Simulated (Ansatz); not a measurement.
Rows from a G0W0 calculation on P (honeycomb bilayer) (Ansatz 0.2.0; G0W0 on PBE, plane waves, PAW; PAW set soft_1; 6×6×1 mesh, 218 empty bands, screening to 44 eV, PAW set soft_1 files), in eV. Spin-orbit coupling is left out.

```csv
row,Σx,Σc,Vxc,Z
A,-8.00,-3.37,-12.03,0.76
B,-8.23,-3.46,-12.41,0.76
C,-15.48,1.72,-13.50,0.74
D,-8.28,-3.78,-12.83,0.74
E,-8.15,-3.60,-12.45,0.75
F,-15.68,1.73,-13.72,0.73
```

**Question.** Which rows are filled states and which are empty ones, and how can one tell?

Filled: C and F. Empty: A, B, D and E. The sign of Σc tells: for a filled state bare exchange, which holds its interaction with itself, lies below Vxc (Σx − Vxc is -2.0 eV or lower here) and screening gives part back as a positive Σc. For an empty state Σx lies above Vxc (+4.0 eV or more) and the Coulomb hole leaves Σc negative.

[Paths, hosts, dates, memory and timing lines, banners, echoed tables and standing remarks are left out of the program output.]

[Logs are printed without paths, hosts, clocks, repeated set-up lines and the standing remarks that a program may print on its own settings, such as how far it seeks lower states.]

[Runs of the session that timed out or met a known fault of the program may be left out.]

[Cells called generated may have been cut or substituted from an entry of the Crystallography Open Database or the Materials Project.]

[Hosts, paths, dates, database ids (printed as entryN), source tags and the programs' standing remarks are cut or masked in the printed files.]
